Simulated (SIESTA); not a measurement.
**In under changes of volume**

One of the cells (26.666 Å³/atom); the others are scaled copies at fixed shape and fractional positions:

```
In
1.0
    -1.63624    1.63624    2.49008
     1.63624   -1.63624    2.49008
     1.63624    1.63624   -2.49008
In
1
Direct
  0.00000 0.00000 0.00000
```

| Item | Value |
| --- | --- |
| Program | SIESTA 5.4.2 |
| Functional | PBEsol |
| Potentials or basis | PseudoDojo 0.4 standard (PBEsol files) |
| Basis | DZP (energy shift 0.003 Ry; two zetas on semicore shells) |
| Grid cutoff | 500 Ry |
| Energy shift | 0.003 Ry |
| k mesh | 11 × 11 × 11 |
| Occupations | fermi-dirac, width 0.05 eV |
| Spin | no spin polarisation |

| volume (Å³/atom) | energy over the lowest point (meV/atom) | pressure (GPa) |
| --- | --- | --- |
| 24.575 | 9.62 | 2.8 |
| 25.098 | 3.15 | 1.5 |
| 25.621 | 0.00 | 0.5 |
| 26.666 | ? | ? |
| 27.189 | 9.44 | -2.1 |
| 27.712 | 17.55 | -2.8 |

Q: What does the run at 26.666 Å³/atom give?

A: Energy over the lowest point 3.57 meV/atom; pressure -1.4 GPa.

Worked out: A Birch-Murnaghan fit of order 3 (a polynomial in V^(-2/3)) to the other rows has its minimum at 25.83 Å³/atom with B0 = V·E''(V) = 47 GPa and B' = 4.4 at fixed shape and positions, which overstates the stiffness. It gives 3.58 meV/atom at 26.666 Å³/atom, against the run's 3.57, and -dE/dV = -1.4 GPa, against -1.4.

Energies are extrapolated to zero smearing.

Caveats: the basis of atomic orbitals isn't converged, which shifts pressures, moduli and gaps.
